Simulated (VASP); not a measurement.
# BaTiO3 (P4mm) in VASP: single point with PBE0

Aim: the single point of BaTiO3 with PBE0.

Everything below comes from runs of VASP 6.6.1. Logs are shortened: lines on timing, memory, paths and dates and some standing lists are left out, and cuts for length are marked.

## (1) The crystal as given

The structure is tetragonal, space group P4mm (No. 99). Conventional cell: a = 3.967 Å, b = 3.967 Å, c = 4.066 Å, α = 90.00°, β = 90.00°, γ = 90.00°. Around Ba (site symmetry 4mm) lie 12 O at 2.79 to 2.89 Å. Ti (site symmetry 4mm) has 5 O at 1.84 to 1.99 Å as nearest neighbours. O (site symmetry 2mm) has 2 Ti at 1.99 Å as nearest neighbours. O (site symmetry 4mm) has 1 Ti at 1.84 Å as nearest neighbours.

The cell is a database's computed one.

## (2) Single point, PBE0

Input file POSCAR:

```
BaTiO3
1.0
    3.9665800000      0.0000000000      0.0000000000
    0.0000000000      3.9665800000      0.0000000000
    0.0000000000      0.0000000000      4.0656500000
Ba Ti O
1 1 3
Direct
    0.5000000000      0.5000000000      0.5821900000
    0.0000000000      0.0000000000      0.0986100000
    0.0000000000      0.5000000000      0.0638500000
    0.5000000000      0.0000000000      0.0638500000
    0.0000000000      1.0000000000      0.5515000000
```

Input file INCAR.step1:

```
SYSTEM = BaTiO3
ALGO = Normal ; EDIFF = 1E-5
ENCUT = 520 ; GGA = PE
ISIF = 2 ; ISMEAR = 0
LASPH = .True. ; LCHARG = .False.
LREAL = .False. ; LWAVE = .True.
NBANDS = 28 ; NELM = 60
PREC = Accurate ; SIGMA = 0.02
```

Input file INCAR.step2:

```
SYSTEM = BaTiO3
AEXX = 0.25 ; ALGO = Normal
EDIFF = 1E-6 ; ENCUT = 520
GGA = PE ; HFRCUT = -1
ISIF = 2 ; ISMEAR = 0
ISTART = 1 ; LASPH = .True.
LCHARG = .False. ; LHFCALC = .True.
LREAL = .False. ; LWAVE = .False.
NBANDS = 28 ; NELM = 60
PREC = Accurate ; PRECFOCK = Fast
SIGMA = 0.02
```

Input file KPOINTS:

```
k-points
0
Gamma
  4 4 4
  0 0 0
```

Potentials or basis: VASP PAW PBE potentials, release 64 (Ba_sv, Ti_sv, O).

Started as:

```console
> cat potpaw_PBE.64/Ba_sv/POTCAR potpaw_PBE.64/Ti_sv/POTCAR potpaw_PBE.64/O/POTCAR > POTCAR
> cp INCAR.step1 INCAR
> mpirun -np 1 vasp_std > vasp.out
> cp INCAR.step2 INCAR
> mpirun -np 1 vasp_std > vasp.out
```

OUTCAR:

```text
SYSTEM = BaTiO3
   AEXX = 0.25
   EDIFF = 1E-6
   ENCUT = 520
   GGA = PE
   ISIF = 2
   ISMEAR = 0
   ISTART = 1
   LASPH = .True.
   LHFCALC = .True.
   LREAL = .False.
   NELM = 60
   PREC = Accurate
   PRECFOCK = Fast

 ion  position               nearest neighbor table
   1  0.500  0.500  0.582-   3 2.79   4 2.79   4 2.79   3 2.79   5 2.81   5 2.81   5 2.81   5 2.81
                             3 2.89   4 2.89   3 2.89   4 2.89   2 3.43   2 3.43   2 3.43   2 3.43
   2  0.000  0.000  0.099-   5 1.84   4 1.99   3 1.99   3 1.99   4 1.99   5 2.22   1 3.43   1 3.43
                             1 3.43   1 3.43   1 3.50   1 3.50   1 3.50   1 3.50
   3  0.000  0.500  0.064-   2 1.99   2 1.99   1 2.79   1 2.79   1 2.89   1 2.89
   4  0.500  0.000  0.064-   2 1.99   2 1.99   1 2.79   1 2.79   1 2.89   1 2.89
   5  0.000  0.000  0.551-   2 1.84   2 2.22   1 2.81   1 2.81   1 2.81   1 2.81

  LATTYP: Found a simple tetragonal cell.
 ALAT       =     3.9665800000
 C/A-ratio  =     1.0249761760

  Lattice vectors:

 A1 = (   3.9665800000,   0.0000000000,   0.0000000000)
 A2 = (   0.0000000000,   3.9665800000,   0.0000000000)
 A3 = (   0.0000000000,   0.0000000000,   4.0656500000)

Analysis of symmetry for initial positions (statically):
=====================================================================
 Subroutine PRICEL returns:
 Original cell was already a primitive cell.

 Routine SETGRP: Setting up the symmetry group for a
 simple tetragonal supercell.

 Subroutine GETGRP returns: Found  8 space group operations
 (whereof  8 operations were pure point group operations)
 out of a pool of 16 trial point group operations.

The static configuration has the point symmetry C_4v.

Analysis of symmetry for dynamics (positions and initial velocities):
=====================================================================
 Subroutine PRICEL returns:
 Original cell was already a primitive cell.

 Routine SETGRP: Setting up the symmetry group for a
 simple tetragonal supercell.

 Subroutine GETGRP returns: Found  8 space group operations
 (whereof  8 operations were pure point group operations)
 out of a pool of 16 trial point group operations.

The dynamic configuration has the point symmetry C_4v.

 Subroutine INISYM returns: Found  8 space group operations
 (whereof  8 operations are pure point group operations),
 and found     1 'primitive' translations

----------------------------------------------------------------------------------------

                                     Primitive cell

  volume of cell :      63.9679

  direct lattice vectors                    reciprocal lattice vectors
     3.966580000  0.000000000  0.000000000     0.252106349  0.000000000  0.000000000
     0.000000000  3.966580000  0.000000000     0.000000000  0.252106349  0.000000000
     0.000000000  0.000000000  4.065650000     0.000000000  0.000000000  0.245963130

  length of vectors
     3.966580000  3.966580000  4.065650000     0.252106349  0.252106349  0.245963130

  position of ions in fractional coordinates (direct lattice)
     0.500000000  0.500000000  0.582190000
     0.000000000  0.000000000  0.098610000
     0.000000000  0.500000000  0.063850000
     0.500000000  0.000000000  0.063850000
     0.000000000  0.000000000  0.551500000

  ion indices of the primitive-cell ions
   primitive index   ion index
                 1           1
                 2           2
                 3           3
                 4           4
                 5           5

----------------------------------------------------------------------------------------

 KPOINTS: k-points

Automatic generation of k-mesh.
 Grid dimensions read from file:
 generate k-points for:    4    4    4

 Generating k-lattice:

  Cartesian coordinates                     Fractional coordinates (reciprocal lattice)
     0.063026587  0.000000000  0.000000000     0.250000000  0.000000000  0.000000000
     0.000000000  0.063026587  0.000000000     0.000000000  0.250000000  0.000000000
     0.000000000  0.000000000  0.061490783     0.000000000  0.000000000  0.250000000

  Length of vectors
     0.063026587  0.063026587  0.061490783

  Shift w.r.t. Gamma in fractional coordinates (k-lattice)
     0.000000000  0.000000000  0.000000000

 Subroutine IBZKPT returns following result:
 ===========================================

 Found     18 irreducible k-points:

 Following reciprocal coordinates:
            Coordinates               Weight
  0.000000  0.000000  0.000000      1.000000
  0.250000  0.000000  0.000000      4.000000
  0.500000  0.000000  0.000000      2.000000
  0.250000  0.250000  0.000000      4.000000
  0.500000  0.250000  0.000000      4.000000
  0.500000  0.500000  0.000000      1.000000
[... 10 lines left out ...]
  0.500000  0.250000  0.500000      4.000000
  0.500000  0.500000  0.500000      1.000000
   k-points           NKPTS =     18   k-points in BZ     NKDIM =     64   number of bands    NBANDS=     28
   number of dos      NEDOS =    301   number of ions     NIONS =      5
   total plane-waves  NPLWV =  27000
   dimension x,y,z NGX =    30 NGY =   30 NGZ =   30
   dimension x,y,z NGXF=    60 NGYF=   60 NGZF=   60
   ions per type =               1   1   3
   NGX,Y,Z   is equivalent  to a cutoff of  12.57, 12.57, 12.27 a.u.
   NGXF,Y,Z  is equivalent  to a cutoff of  25.15, 25.15, 24.53 a.u.
 SYSTEM =  BaTiO3
   PREC   = accura    normal or accurate (medium, high low for compatibility)
   ISTART =      1    job   : 0-new  1-cont  2-samecut
   ICHARG =      0    charge: 1-file 2-atom 10-const
   ISPIN  =      1    spin polarized calculation?
   LNONCOLLINEAR =      F non collinear calculations
   LSORBIT =      F    spin-orbit coupling
   LASPH  =      T    aspherical Exc in radial PAW
   ENCUT  =  520.0 eV  38.22 Ry    6.18 a.u.   7.38  7.38  7.56*2*pi/ulx,y,z
   NELM   =     60;   NELMIN=  2; NELMDL=  0     # of ELM steps
   EDIFF  = 0.1E-05   stopping-criterion for ELM
   LREAL  =      F    real-space projection
   EDIFFG = 0.1E-04   stopping-criterion for IOM
   NSW    =      0    number of steps for IOM
   IBRION =     -1    ionic relax: 0-MD 1-quasi-New 2-CG
   NFREE  =      0    steps in history (QN), initial steepest desc. (CG)
   ISIF   =      2    stress and relaxation
   ISYM   =      3    0-nonsym 1-usesym 2-fastsym
   POTIM  = 0.5000    time-step for ionic-motion
   TEBEG  =    0.0;   TEEND  =   0.0 temperature during run
   PSTRESS=    0.0 pullay stress
   NELECT =      40.0000    total number of electrons
   NUPDOWN=      -1.0000    fix difference up-down
   EMIN   =  10.00;   EMAX   =-10.00  energy-range for DOS
   EFERMI =   0.00;   METHOD = LEGACY
   ISMEAR =     0;   SIGMA  =   0.02  broadening in eV -4-tet -1-fermi 0-gaus
   EFERMI_NEDOS =   21; number of points for ismear=-14 and -15
   IALGO  =     38    algorithm
   IMIX   =      1    mixing-type and parameters
     AMIX     =   0.40;   BMIX     =  1.00
     AMIX_MAG =   1.60;   BMIX_MAG =  1.00
  volume/ion in A,a.u.               =      12.79        86.34
  Fermi-wavevector in a.u.,A,eV,Ry     =   1.399933  2.645490 26.664879  1.959813
  Thomas-Fermi vector in A             =   2.522944
   LORBIT       =      0    0 simple, 1 ext, 2 COOP (PROOUT), +10 PAW based schemes
   GGA     = PE    functional components
   LHFCALC =     T    Hartree Fock is set to
   PRECFOCK=fast      Normal, Fast or Accurate (Low or Medium for compatibility)
   ENCUT4O =  -1.0   cutoff for four orbital integrals eV
   NKREDX  =     1    reduce k-point grid by
   NKREDY  =     1    reduce k-point grid by
   NKREDZ  =     1    reduce k-point grid by
   AEXX    =    0.2500 exact exchange contribution
   HFSCREEN=    0.0000 screening length (either q_TF or 0.3 A-1)
   HFSCREENC=   0.0000 screening length for correlation (either q_TF or 0.3 A-1)
   ENCUTFOCK=  -1.0 apply spherical cutoff to Coloumb kernel
   IVDW    =     0    specifies the selected vdW correction
   LEPSILON=     F    determine dielectric tensor
   LRPA    =     F    only Hartree local field effects (RPA)
 non-spin polarized calculation
 Gauss-broadening in eV      SIGMA  =   0.02
  energy-cutoff  :      520.00
  volume of cell :       63.97
 maximum number of plane-waves:      1759
 NGX is ok and might be reduce to    30
  NGX = 18; NGY = 18; NGZ = 18

 number of electron      39.9999985 magnetization

 Free energy of the ion-electron system (eV)
  ---------------------------------------------------
  ext. energy  EPLUGINS =         0.00000000
  ---------------------------------------------------
  free energy    TOTEN  =       -51.16093950 eV

  energy without entropy =      -51.16093950  energy(sigma->0) =      -51.16093950

 E-fermi :   2.8059     XC(G=0):  -8.8620

 val. band max:        2.5422050134   @ k =   0.5000   0.5000   0.5000
 cond. band min:       6.5381664219   @ k =   0.0000   0.0000   0.0000
 fundamental gap:      3.9959614085
 Fermi energy:         2.8059490797

 k-point     1 :       0.0000    0.0000    0.0000
  band No.  band energies     occupation
      1     -58.4404      2.00000
      2     -33.0625      2.00000
      3     -32.9798      2.00000
      4     -32.9798      2.00000
      5     -23.7577      2.00000
      6     -16.1168      2.00000
[... 20 lines left out ...]
     27       9.9040      0.00000
     28      12.1717      0.00000

 k-point     2 :       0.2500    0.0000    0.0000
  band No.  band energies     occupation
      1     -58.4399      2.00000
      2     -33.0607      2.00000
      3     -33.0107      2.00000
      4     -32.9780      2.00000
      5     -23.6814      2.00000
      6     -16.1962      2.00000
[... 20 lines left out ...]
     27      11.0405      0.00000
     28      13.2763      0.00000

 k-point     3 :       0.5000    0.0000    0.0000
  band No.  band energies     occupation
      1     -58.4393      2.00000
      2     -33.0590      2.00000
      3     -33.0407      2.00000
      4     -32.9761      2.00000
      5     -23.6027      2.00000
      6     -16.3667      2.00000
[... 430 lines left out ...]
      3     -33.0342      2.00000
      4     -33.0030      2.00000
      5     -23.4840      2.00000
      6     -15.4315      2.00000
[... 20 lines left out ...]
     27      12.9421      0.00000
     28      13.4198      0.00000

 k-point    18 :       0.5000    0.5000    0.5000
  band No.  band energies     occupation
      1     -58.4375      2.00000
      2     -33.0977      2.00000
      3     -33.0321      2.00000
      4     -33.0321      2.00000
      5     -23.4420      2.00000
      6     -15.3007      2.00000
[... 20 lines left out ...]
     27      12.9583      0.00000
     28      13.0419      0.00000

------------------------ aborting loop because EDIFF is reached ----------------------------------------

  FORCE on cell =-STRESS in cart. coord.  units (eV):
  Direction    XX          YY          ZZ          XY          YZ          ZX
  --------------------------------------------------------------------------------------
  -------------------------------------------------------------------------------------
  Total        0.3921249      0.3921249      0.2711375      0.0000000      0.0000000      0.0000000
  in kB        9.8213823      9.8213823      6.7910632      0.0000000      0.0000000      0.0000000
  external PRESSURE =       8.8112759 kB  Pullay stress =       0.0000000 kB

 VOLUME and BASIS-vectors are now :
 -----------------------------------------------------------------------------
  energy-cutoff  :      520.00
  volume of cell :       63.97
      direct lattice vectors                 reciprocal lattice vectors
     3.966580000  0.000000000  0.000000000     0.252106349  0.000000000  0.000000000
     0.000000000  3.966580000  0.000000000     0.000000000  0.252106349  0.000000000
     0.000000000  0.000000000  4.065650000     0.000000000  0.000000000  0.245963130

 POSITION                                       TOTAL-FORCE (eV/Angst)
 -----------------------------------------------------------------------------------
      1.98329      1.98329      2.36698         0.000000      0.000000     -0.011131
      0.00000      0.00000      0.40091         0.000000      0.000000      0.253226
      0.00000      1.98329      0.25959        -0.000000     -0.000000      0.024802
      1.98329      0.00000      0.25959        -0.000000     -0.000000      0.024802
      0.00000      0.00000      2.24221        -0.000000      0.000000     -0.291700
 -----------------------------------------------------------------------------------
    total drift:                                0.000004      0.000000      0.000187

  FREE ENERGIE OF THE ION-ELECTRON SYSTEM (eV)
  ---------------------------------------------------
  free  energy   TOTEN  =       -51.1609395047 eV

  energy  without entropy=      -51.1609395047  energy(sigma->0) =      -51.16093950
```

Wall time 29 min (1 thread of Intel Xeon Platinum 8488C (Sapphire Rapids), shared host); peak memory 0.21 GiB.

What came out:

- Free energy: -51.1609 eV
- Pressure: 0.9 GPa
- Largest force: 0.292 eV/Å
- Band gap on the k mesh: 4.00 eV, indirect (least direct gap 4.40 eV)

Forces in eV/Å, atoms in the order of the input:
```
Ba   0.000  0.000 -0.011
Ti   0.000  0.000  0.253
O    0.000  0.000  0.025
O    0.000  0.000  0.025
O    0.000  0.000 -0.292
```

Stress tensor (GPa, compression positive):
```
0.98 0.00 0.00
0.00 0.98 0.00
0.00 0.00 0.68
```

Caveat: the PAW data sets were made with another functional, which shifts forces and pressure a little; spin-orbit coupling is left out, which moves the levels of the heavy elements. A k mesh can miss the band edges.
